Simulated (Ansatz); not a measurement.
ScAl:

```
Sc Al
1.0
     3.37035    0.00000    0.00000
     0.00000    3.37035    0.00000
     0.00000    0.00000    3.37035
Sc Al
1 1
Direct
  0.50000 0.50000 0.50000
  0.00000 0.00000 0.00000
```

The cell comes from a database or a generator and needn't be the stable form of this composition.

* Program: Ansatz 0.2.0
* Task: relaxation of cell and atoms
* Functional: revPBE
* Potentials or basis: all-electron LAPW, scalar-relativistic
* Basis error allowed: 0.001 eV/atom
* k mesh: 8 × 8 × 8
* Occupations: fermi-dirac, width 0.05 eV
* Spin: no spin polarisation

At the start: volume 19.14 Å³/atom.

Problem. Where does the relaxation end?

Solution. Over 5 steps the energy falls by 3.6 meV/atom and the volume is 19.69 Å³/atom (+2.8 %); space group Pm-3m (No. 221, to 0.05 Å).

Step by step:
| step | energy change (eV) | largest force (eV/Å) | volume (Å³) |
| --- | --- | --- | --- |
| 1 | 0.0000 | 0.0000 | 38.28 |
| 2 | -0.0041 | 0.0000 | 40.13 |
| 3 | -0.0073 | 0.0000 | 39.41 |
| 4 | -0.0073 | 0.0000 | 39.37 |
| 5 | -0.0073 | 0.0000 | 39.37 |

Final structure:
```yaml
crystal:
  lattice:
    - [3.40204, 0.00000, 0.00000]
    - [0.00000, 3.40204, 0.00000]
    - [0.00000, 0.00000, 3.40204]
  atoms:
    - { symbol: Sc, position: [0.50000, 0.50000, 0.50000] }
    - { symbol: Al, position: [0.00000, 0.00000, 0.00000] }
```
